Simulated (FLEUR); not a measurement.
# Anisotropy of free Co(001) film, 3 layers with FLEUR

One state of free Co(001) film, 3 layers is converged without symmetry. Force theorems then give its anisotropy.

Program: FLEUR MaX-R8.1. Level of theory: PBE; all-electron FLAPW film, Dirac cores, scalar-relativistic bands. Results are calculated unless marked as measured.

## (1) Starting point

The cell holds 3 atoms: 3 Co. Cell: a = 2.507 Å, b = 2.507 Å, c = 17.545 Å, α = 90.0°, β = 90.0°, γ = 90.0°. Layers at typed spacings, unrelaxed. Vacuum lies along c.

Coordinates:

```xyz
3
Lattice="2.5067 0.0000 0.0000 0.0000 2.5067 0.0000 0.0000 0.0000 17.5450" Properties=species:S:1:pos:R:3
Co    0.0000    0.0000    7.0000
Co    1.2533    1.2533    8.7725
Co    0.0000    0.0000   10.5450
```

## (2) The magnetic state

The force theorems are single passes in this state's potential, so it has to be converged first.

No symmetry is used, so that later steps may turn the spins freely; k and −k are joined. FLEUR takes the sheet as a true film: the images along c are dropped, heights are typed in bohr, and the vacuum on both sides is semi-infinite. inpgen writes inp.xml from crystal.txt; cutoffs, mixing, functional, smearing and local orbitals are then set in the file. The k list scf (kpts.xml, not shown) is a Γ-centred 12×12×1 mesh; where the ranks do not divide the number of points, some are split in two of half the weight.

Input file inp.xml:

```
<?xml version="1.0" encoding="UTF-8" standalone="no"?>
<fleurInput fleurInputVersion="0.39">
   <comment>
      Co
   </comment>
   <calculationSetup>
      <cutoffs Kmax="3.64" Gmax="10.9" GmaxXC="10.9" numbands="0"/>
      <scfLoop itmax="150" minDistance="0.00002" maxIterBroyd="15" imix="Anderson" alpha="0.03" precondParam="0.0" spinf="2.0" sdNocoIR="T"/>
      <coreElectrons ctail="F" frcor="F" kcrel="0" coretail_lmax="0"/>
      <xcFunctional name="pbe" relativisticCorrections="F"/>
      <magnetism jspins="2" l_noco="F" l_ss="F">
         <qss>0.0 0.0 0.0</qss>
         <mtNocoParams l_mperp="F" l_mtNocoPot="F" l_relaxSQA="F" mag_mixing_scheme="0" mix_RelaxWeightOffD="1.0" l_constrained="F" mix_constr="1.0"/>
         <sourceFreeMag l_sourceFree="F" l_scaleMag="F" mag_scale="1.0"/>
      </magnetism>
      <soc l_soc="F" theta="0.0" phi="0.0" spav="F"/>
      <expertModes spex="0" secvar="F"/>
      <geometryOptimization l_f="F" forcealpha="1.0" forcemix="BFGS" epsdisp="0.00001" epsforce="0.00001"/>
      <ldaU l_linMix="F" mixParam="0.05" spinf="1.0"/>
   </calculationSetup>
   <cell>
      <bzIntegration valenceElectrons="51.0" mode="hist" fermiSmearingEnergy="0.00183747">
         <kPointListSelection listName="scf"/>
         <xi:include xmlns:xi="http://www.w3.org/2001/XInclude" href="kpts.xml"> </xi:include>
      </bzIntegration>
      <xi:include xmlns:xi="http://www.w3.org/2001/XInclude" href="sym.xml"> </xi:include>
      <filmLattice scale="1.0" dVac="12.0" dTilda="14.5">
         <bravaisMatrixFilm>
            <row-1>    4.7369764765348199     0.0000000000000000</row-1>
            <row-2>    0.0000000000000000     4.7369764765348199</row-2>
         </bravaisMatrixFilm>
         <vacuumEnergyParameters vacuum="1" spinUp="-.25" spinDown="-.25"/>
         <vacuumEnergyParameters vacuum="2" spinUp="-.25" spinDown="-.25"/>
      </filmLattice>
   </cell>
   <atomSpecies>
      <species name="Cobalt (Co2.000" element="Co" atomicNumber="27">
         <mtSphere radius="2.25" gridPoints="745" logIncrement="0.016"/>
         <atomicCutoffs lmax="8" lnonsphr="6"/>
         <electronConfig flipSpins="F">
            <coreConfig>(1s1/2) (2s1/2) (2p1/2) (2p3/2)</coreConfig>
            <valenceConfig>(3s1/2) (3p1/2) (3p3/2) (4s1/2) (3d3/2) (3d5/2)</valenceConfig>
            <stateOccupation state="(3d3/2)" spinUp="1.5" spinDown="1.3"/>
            <stateOccupation state="(3d5/2)" spinUp="3.0" spinDown="1.2"/>
         </electronConfig>
         <energyParameters s="4" p="4" d="3" f="4"/>
         <lo type="SCLO" l="0" n="3" eDeriv="0"/>
         <lo type="SCLO" l="1" n="3" eDeriv="0"/>
      </species>
   </atomSpecies>
   <atomGroups>
      <atomGroup species="Cobalt (Co2.000">
         <filmPos label="                   1">.0000000000 .0000000000 -3.3495417669</filmPos>
         <force calculate="T" relaxXYZ="TTT"/>
         <nocoParams  alpha="0.0" beta="0.0"/>
      </atomGroup>
      <atomGroup species="Cobalt (Co2.000">
         <filmPos label="                   2">1.000/2.000 1.000/2.000 .0000000000</filmPos>
         <force calculate="T" relaxXYZ="TTT"/>
         <nocoParams  alpha="0.0" beta="0.0"/>
      </atomGroup>
      <atomGroup species="Cobalt (Co2.000">
         <filmPos label="                   3">.0000000000 .0000000000 3.3495417669</filmPos>
         <force calculate="T" relaxXYZ="TTT"/>
         <nocoParams  alpha="0.0" beta="0.0"/>
      </atomGroup>
   </atomGroups>
   <output dos="F" band="F" slice="F">
      <bandDOS minEnergy="-.5*Htr" maxEnergy="0.5*Htr" sigma="0.015" storeEVData="T"/>
      <plotting iplot="0" polar="F">
         <plot TwoD="T" vec1="  1.0  0.0  0.0" vec2="  0.0  1.0  0.0" vec3="  0.0  0.0  1.0" zero="  0.0  0.0 -0.5" file="plot"/>
      </plotting>
      <moessbauerParams electricFieldGradient="F" isomerShift="F" coreHyperfine="F" valenceHyperfine="F"/>
   </output>
</fleurInput>
```

Input file crystal.txt:

```
Co
&input film=T cartesian=F /
2.50670000000  0.00000000000  0.00000000000
0.00000000000  2.50670000000  0.00000000000
0.00000000000  0.00000000000  1.00000000000
1.8897261246
1.0 1.0 1.0

3
27 0.00000000000  0.00000000000  -3.34954176688 : 2.000
27 0.50000000000  0.50000000000  0.00000000000 : 2.000
27 0.00000000000  0.00000000000  3.34954176688 : 2.000

&kpt div1=12 div2=12 div3=1 gamma=T /
```

Started as:

```console
$ OMP_NUM_THREADS=1 inpgen -f crystal.txt -nosym -noco > inpgen.log  # inp.xml is then edited as shown
$ OMP_NUM_THREADS=1 mpirun -n 4 fleur_MPI > fleur.log
```

The program printed:

```text
Welcome to FLEUR        (www.flapw.de)
      MaX-Release 8.1          (www.max-centre.eu)

 ========== k-point set info ==========
 Selected k-point list: scf
 k-point list type: mesh
 0 x 0 x 0
 Number of k points: 76

 ------------Calculation Setup---------------------------
 Number of MPI-tasks      :            4
 Number of PE/node        :            4
 Number of OMP-threads    :            1
 k-points in parallel     :            4
 pe's per k-point         :            1
 No of k-point loops      :           19
 Eigenvalue solver        :       lapack
 Number of basis functions:          292
 Approximate size of matrices (H+S) per k-point:         0.003 GB
 --------------------------------------------------------
 Iteration:     1   Distance:      32.18088657 me/bohr^3
 Iteration:     2   Distance:      11.26574522 me/bohr^3
 Iteration:     3   Distance:      14.00255798 me/bohr^3
 Iteration:     4   Distance:       9.13986557 me/bohr^3
 Iteration:     5   Distance:       7.14858623 me/bohr^3
 Iteration:     6   Distance:       6.99804065 me/bohr^3
 Iteration:     7   Distance:       4.85913014 me/bohr^3
 Iteration:     8   Distance:       4.62552123 me/bohr^3
 Iteration:     9   Distance:       2.61224616 me/bohr^3
 Iteration:    10   Distance:       2.56789497 me/bohr^3
[... 22 iterations left out ...]
 Iteration:    33   Distance:       0.00186063 me/bohr^3
 Iteration:    34   Distance:       0.00095350 me/bohr^3
 Iteration:    35   Distance:       0.00064996 me/bohr^3
 Iteration:    36   Distance:       0.00034765 me/bohr^3
 Iteration:    37   Distance:       0.00029514 me/bohr^3
 Iteration:    38   Distance:       0.00040393 me/bohr^3
 Iteration:    39   Distance:       0.00006432 me/bohr^3
 Iteration:    40   Distance:       0.00005134 me/bohr^3
 Iteration:    41   Distance:       0.00002827 me/bohr^3
 Iteration:    42   Distance:       0.00001729 me/bohr^3

 ********************************************************************
 Run finished successfully
 Stop message:
   all done
 ********************************************************************

--- out.xml (last complete iteration) ---
<iteration numberForCurrentRun="   42" overallNumber="   42">
         [... left out ...]
         <bandgap value="0.0000000048" units="eV"/>
         <sumValenceSingleParticleEnergies value="-70.5961746331" units="Htr"/>
         <FermiEnergy value="-0.1701659902" units="Htr"/>
         <valenceDensity>
            <mtCharges spin="1">
               <mtCharge atomType="1" total="8.8334310" s="1.1932078" p="3.1192233" d="4.5104314" f="0.0079934"/>
               <mtCharge atomType="2" total="8.8160467" s="1.1942101" p="3.1673262" d="4.4382653" f="0.0123859"/>
               <mtCharge atomType="3" total="8.8334310" s="1.1932078" p="3.1192233" d="4.5104314" f="0.0079934"/>
            </mtCharges>
            <mtCharges spin="2">
               <mtCharge atomType="1" total="6.9128166" s="1.1896963" p="3.1378897" d="2.5752812" f="0.0077651"/>
               <mtCharge atomType="2" total="7.0926727" s="1.2016568" p="3.2031729" d="2.6725629" f="0.0117830"/>
               <mtCharge atomType="3" total="6.9128164" s="1.1896963" p="3.1378897" d="2.5752811" f="0.0077651"/>
            </mtCharges>
            <spinDependentCharge spin="1" total="28.2102413" interstitial="1.6185415" mtSpheres="26.4829087" vacuum1="0.0543955" vacuum2="0.0543955"/>
            <spinDependentCharge spin="2" total="22.7897590" interstitial="1.7670879" mtSpheres="20.9183057" vacuum1="0.0521827" vacuum2="0.0521827"/>
            <totalCharge value="51.0000002274"/>
         </valenceDensity>
         [... left out ...]
         <allElectronCharges>
            <spinDependentCharge spin="1" total="43.2102413" interstitial="1.6185415" mtSpheres="41.4829087" vacuum1="0.0543955" vacuum2="0.0543955"/>
            <spinDependentCharge spin="2" total="37.7897590" interstitial="1.7670879" mtSpheres="35.9183057" vacuum1="0.0521827" vacuum2="0.0521827"/>
            <totalCharge value="81.0000002283"/>
         </allElectronCharges>
         <magneticMomentsInMTSpheres units="muBohr">
            <globalMagMoment atomType="1" vec="0.00000   0.00000   1.92061"/>
            <localMagMoment atomType="1" vec="0.00000   0.00000   1.92061"/>
            <globalMagMoment atomType="2" vec="0.00000   0.00000   1.72337"/>
            <localMagMoment atomType="2" vec="0.00000   0.00000   1.72337"/>
            <globalMagMoment atomType="3" vec="0.00000   0.00000   1.92061"/>
            <localMagMoment atomType="3" vec="0.00000   0.00000   1.92061"/>
         </magneticMomentsInMTSpheres>
         <moessbauerParams unitsHFF="kG" unitsIS="e/bohr^3" unitsEFG="Htr/bohr^2">
         </moessbauerParams>
         <totalEnergy value="    -4180.3499866156" units="Htr">
            <sumOfEigenvalues value="    -2448.9816027327">
               <coreElectrons value="-2378.3854280996"/>
               <valenceElectrons value="-70.5961746331"/>
            </sumOfEigenvalues>
            <densityCoulombPotentialIntegral value="-6458.5983315005"/>
            <densityEffectivePotentialIntegral value="-6691.0301391834"/>
            <chargeDenXCDenIntegral value="-178.9998389115"/>
            <FockExchangeEnergyValence value="0.0000000000"/>
            <FockExchangeEnergyCore value="0.0000000000"/>
            <atomTypeDependentContributions atomType="1">
               <electronNucleiInteractionDifferentMTs value="1666.4885797261"/>
               <MadelungTerm value="-4.8808831513"/>
            </atomTypeDependentContributions>
            <atomTypeDependentContributions atomType="2">
               <electronNucleiInteractionDifferentMTs value="1667.5260599250"/>
               <MadelungTerm value="-3.8345328909"/>
            </atomTypeDependentContributions>
            <atomTypeDependentContributions atomType="3">
               <electronNucleiInteractionDifferentMTs value="1666.4885795071"/>
               <MadelungTerm value="-4.8808832041"/>
            </atomTypeDependentContributions>
            <tkbTimesEntropy value="0.0015310209"/>
            <freeEnergy value="-4180.3515176365"/>
            <extrapolationTo0K value="-4180.3507521261"/>
         </totalEnergy>
         <densityConvergence units="me/bohr^3">
            <chargeDensity spin="1" distance="0.0000041998"/>
            <chargeDensity spin="2" distance="0.0000158812"/>
            <overallChargeDensity distance="0.0000155179"/>
            <spinDensity distance="0.0000172886"/>
         </densityConvergence>
      </iteration>
```

The job ended after 2.4 min (4 MPI ranks of Arm Neoverse V2, shared host; peak memory 0.79 GiB).

Spin moment in the muffin-tin sphere by atom:

| atom | spin moment in the muffin-tin sphere (μB) |
| --- | --- |
| Co1 | 1.92 |
| Co2 | 1.72 |
| Co3 | 1.92 |

This step gave:

* free energy: -113753.1598 eV
* program's band gap on this mesh (in a metal only a level spacing): 4.80e-9 eV
* magnetization: 5.420 μB
* final state: ferromagnetic

After 42 cycles the largest moment stands at 1.92 μB.

## (3) Energy against the direction of the moments, rung 1

Anisotropy is a small difference, so it is taken from sums over occupied states at a frozen potential, where most errors cancel.

One pass with spin–orbit coupling for each direction, from the saved density. Inversion lets half of the mesh serve, which the program's warning doesn't know. The k list mae (kpts.xml, not shown) is a Γ-centred 20×20×1 mesh.

inp.xml, as its differences from that of step 2:

```diff
@@ -6,4 +6,4 @@
    <calculationSetup>
-      <cutoffs Kmax="3.64" Gmax="10.9" GmaxXC="10.9" numbands="0"/>
-      <scfLoop itmax="150" minDistance="0.00002" maxIterBroyd="15" imix="Anderson" alpha="0.03" precondParam="0.0" spinf="2.0" sdNocoIR="T"/>
+      <cutoffs Kmax="3.64" Gmax="10.9" GmaxXC="10.9" numbands="99"/>
+      <scfLoop itmax="1" minDistance="0.00002" maxIterBroyd="15" imix="Anderson" alpha="0.03" precondParam="0.0" spinf="2.0" sdNocoIR="T"/>
       <coreElectrons ctail="F" frcor="F" kcrel="0" coretail_lmax="0"/>
@@ -15,3 +15,3 @@
       </magnetism>
-      <soc l_soc="F" theta="0.0" phi="0.0" spav="F"/>
+      <soc l_soc="T" theta="0.0" phi="0.0" spav="F"/>
       <expertModes spex="0" secvar="F"/>
@@ -22,3 +22,3 @@
       <bzIntegration valenceElectrons="51.0" mode="hist" fermiSmearingEnergy="0.00183747">
-         <kPointListSelection listName="scf"/>
+         <kPointListSelection listName="mae"/>
          <xi:include xmlns:xi="http://www.w3.org/2001/XInclude" href="kpts.xml"> </xi:include>
@@ -74,2 +74,5 @@
    </output>
+   <forceTheorem>
+      <MAE theta="0.0 1.5707963 1.5707963" phi="0.0 0.0 1.5707963"/>
+   </forceTheorem>
 </fleurInput>
```

Started as:

```console
$ OMP_NUM_THREADS=1 mpirun -n 4 fleur_MPI -warn_only > fleur.log
```

The program printed:

```text
[banner, memory and clock lines left out]
Welcome to FLEUR        (www.flapw.de)
      MaX-Release 8.1          (www.max-centre.eu)
************FLEUR-Warning*****************
Error message: k-point set is not compatible to missing time-reversal symmetry in calculation.
Error occurred in subroutine: gen_bz
Error from PE:0/4
Other PEs with error messages:
     1-k-point set is not compatible to missing time-reversal symmetry in calculation.
     2-k-point set is not compatible to missing time-reversal symmetry in calculation.
     3-k-point set is not compatible to missing time-reversal symmetry in calculation.
*****************************************

 ========== k-point set info ==========
 Selected k-point list: mae
 k-point list type: mesh
 0 x 0 x 0
 Number of k points: 204

************FLEUR-Warning*****************
Error message: k-point set is not compatible to missing time-reversal symmetry in calculation.
Error occurred in subroutine: gen_bz
Error from PE:1/4
Other PEs with error messages:
     3-k-point set is not compatible to missing time-reversal symmetry in calculation.
*****************************************
 [... set-up left out ...]
 ********************************************************************
 Run finished successfully
 Stop message:
   Forcetheorem MAE
 ********************************************************************

--- out.xml (force theorem) ---
<Forcetheorem_MAE Angles="3" units="Htr">
            <Angle theta="0.0000000" phi="0.0000000" ev-sum="-70.598420824"/>
            <Angle theta="1.5707963" phi="0.0000000" ev-sum="-70.598443485"/>
            <Angle theta="1.5707963" phi="1.5707963" ev-sum="-70.598443485"/>
         </Forcetheorem_MAE>
```

Wall time 34 s (4 MPI ranks); peak memory 0.73 GiB; 2.2 min of CPU time.

Anisotropy energies, by row:

| axis | x | y | z | band energy less the first axis' (meV a cell) |
| --- | --- | --- | --- | --- |
| z | 0 | 0 | 1 | 0 |
| x | 1 | 0 | 0 | -0.6166 |
| y | 0 | 1 | 0 | -0.6166 |

Shape anisotropy is not in these numbers.

## (4) Energy against the direction of the moments, rung 2

A second rung shows how far the first can be trusted.

The k list mae (kpts.xml, not shown) is a Γ-centred 30×30×1 mesh.

inp.xml is that of step 3.

The program printed:

```text
[banner, memory and clock lines left out]
Welcome to FLEUR        (www.flapw.de)
      MaX-Release 8.1          (www.max-centre.eu)
************FLEUR-Warning*****************
Error message: k-point set is not compatible to missing time-reversal symmetry in calculation.
Error occurred in subroutine: gen_bz
Error from PE:0/4
Other PEs with error messages:
     3-k-point set is not compatible to missing time-reversal symmetry in calculation.
*****************************************

 ========== k-point set info ==========
 Selected k-point list: mae
 k-point list type: mesh
 0 x 0 x 0
 Number of k points: 452

 [... set-up left out ...]
 ********************************************************************
 Run finished successfully
 Stop message:
   Forcetheorem MAE
 ********************************************************************

--- out.xml (force theorem) ---
<Forcetheorem_MAE Angles="3" units="Htr">
            <Angle theta="0.0000000" phi="0.0000000" ev-sum="-70.598446378"/>
            <Angle theta="1.5707963" phi="0.0000000" ev-sum="-70.598466424"/>
            <Angle theta="1.5707963" phi="1.5707963" ev-sum="-70.598466424"/>
         </Forcetheorem_MAE>
```

Elapsed: 74 s, on 4 MPI ranks; peak memory 1.2 GiB.

Anisotropy energies, by row:

| axis | x | y | z | band energy less the first axis' (meV a cell) |
| --- | --- | --- | --- | --- |
| z | 0 | 0 | 1 | 0 |
| x | 1 | 0 | 0 | -0.5455 |
| y | 0 | 1 | 0 | -0.5455 |

[end of part 1 of 2]

[Logs and program files are shortened in this print: banners, set-up blocks, solver, clock and traceback lines can be left out without a mark of their own.]

[Logs are printed without paths, hosts, clocks, repeated set-up lines and the standing remarks that a program may print on its own settings, such as how far it seeks lower states.]

[Hosts, paths, dates, database ids (printed as entryN), source tags and the programs' standing remarks are cut or masked in the printed files.]

[Where a cell is said to come from a database of computed structures, the database is the Materials Project.]
